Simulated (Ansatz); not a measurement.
Computed with Ansatz 0.2.0, DFT PBE, scalar-relativistic, plane waves, PAW. All cells share a 420 eV cutoff and Γ-centred k meshes spaced at most about 0.3 Å⁻¹ (about 0.25 or finer for metals, 2π included). No spin polarisation.

These are static total energies at zero pressure.

Compare these two cells of Mg₅Te₂, each relaxed at this level.

A. Space group P-3m1 (No. 164), trigonal, a = 4.243 Å, c = 12.381 Å. Mg on a site of symmetry 3m is surrounded by 3 Te at 2.98 Å, 3 Mg at 3.11 Å and 1 Mg at 3.59 Å; Mg on a second site of symmetry 3m has 6 Mg at 2.97–3.11 Å, 1 Mg at 3.59 Å and 1 Te at 3.61 Å; Mg on a site of symmetry -3m is surrounded by 6 Te at 3.01 Å; around Te lie 6 Mg at 2.98–3.01 Å and 1 Mg at 3.61 Å.

B. Space group P-1 (No. 2), triclinic, a = 4.180 Å, b = 7.348 Å, c = 12.668 Å, α = 97.3°, β = 90.2°, γ = 90.0°. Around Mg on its first site lie 1 Mg at 2.92 Å, 2 Te at 2.97 Å and 5 Mg at 3.37–3.52 Å; Mg on its second site has 3 Te at 2.86 Å, 1 Mg at 2.94 Å and 2 Mg at 3.18–3.20 Å; Mg on its third site is surrounded by 9 Mg at 2.92–3.39 Å; around Mg on its fourth site lie 7 Mg at 3.10–3.24 Å, 1 Te at 3.34 Å and 1 Mg at 3.48 Å; Te on its first site has 6 Mg at 2.86–3.02 Å; 2 more sites not described.

**Question.** Which would you expect to be lower, and how large is the difference?

**Answer.** B is lower, by 47 meV/atom. A has space group P-3m1 (No. 164), 27.6 Å³/atom and no gap on its mesh; B has space group P-1 (No. 2), 27.6 Å³/atom and no gap. Counting Mg atoms around Te (those within 1.25 times the shortest such distance or 1.15 times the sum of covalent radii; a plus sign parts nearer from farther groups; a slash parts the counts of unlike sites), A has Te 6+1 and B has Te 5+1/6. Origin: A, invented; B, invented, then shaken at random and relaxed again.

Spin–orbit coupling, which can matter for Te, is left out. Cells relaxed within their symmetry can be saddle points.
